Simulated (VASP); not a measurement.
Set up this calculation in VASP 6.6.1, as the native input.

```yaml
Task: single point
Functional: r2SCAN
Potentials_or_basis: VASP PAW PBE potentials, release 64 (Ru_pv, S)
Cutoff: 520 eV
k_mesh: 6 × 6 × 4
Occupations: gaussian, width 0.05 eV
Spin: no spin polarisation
Further_INCAR_settings: ALGO = Normal; EDIFF = 1e-06
```

The structure of RuS2 lies in POSCAR:

```
RuS2
1.0
    3.5211794000      0.0000000000      0.0000000000
   -1.7605897000      3.0494308100      0.0000000000
    0.0000000000      0.0000000000      5.6803931900
Ru S
1 2
Direct
    0.0000000000      0.0000000000      0.0000000000
    0.3333333333      0.6666666667      0.2520000000
    0.6666666667      0.3333333333      0.7480000000
```

The cell comes from a database or a generator and needn't be the stable form of this composition.

One way to write it, as run:

INCAR

```
SYSTEM = RuS2
PREC = Accurate ; ENCUT = 520
EDIFF = 1E-6 ; ISMEAR = 0
SIGMA = 0.05 ; LREAL = .False.
LASPH = .True. ; NELM = 100
ALGO = Normal ; ISIF = 2
LWAVE = .False. ; LCHARG = .False.
METAGGA = R2SCAN ; LMIXTAU = .True.
```

KPOINTS

```
regular mesh
0
Gamma
  6 6 4
  0 0 0
```

Potentials or basis: VASP PAW PBE potentials, release 64 (Ru_pv, S).

Launch:

```console
$ cat potpaw_PBE.64/Ru_pv/POTCAR potpaw_PBE.64/S/POTCAR > POTCAR
$ mpirun -np 1 vasp_std > vasp.out
```

It gave:

```
Pressure               : -14.7 GPa
Largest force          : 1.755 eV/Å
Band gap on the k mesh : none (metal or under the smearing width)
```

Caveat: the PAW data sets were made with another functional, which shifts forces and pressure a little.

Run time: 88 s on 1 thread of Intel(R) Xeon(R) Platinum 8488C (Sapphire Rapids), with other jobs on the host, peak memory 0.19 GiB.
